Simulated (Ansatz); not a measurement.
A crystal in the fcc structure was computed with PBE in Ansatz (plane waves, PAW datasets (generated soft set 1); cutoff 420 eV), no spin polarisation, no spin–orbit coupling, Fermi–Dirac smearing of 0.061 eV, k-spacing 0.06 Å⁻¹. It has a₀ = 5.224 Å and B₀ = 18.8 GPa.

Problem. Which is it?
A. I
B. Yb
C. Ge
D. Eu
E. Pb

Solution. B. The five: Yb 5.224 Å, 18.8 GPa; Ge 4.277 Å, 63 GPa; Eu 4.642 Å, 17.4 GPa; Pb 5.040 Å, 40 GPa; I 5.198 Å, 23 GPa.

Model structures, not the usual forms at ambient conditions (metastable or hypothetical): Ge, Eu, I. Spin–orbit coupling is left out, which matters for 6p elements such as Tl, Pb and Bi. The open f shell of Eu is treated without spin here, so this is a model state and not the ground state. Semilocal functionals place the filled 4f shell of Yb metal too near the Fermi level and overbind it.
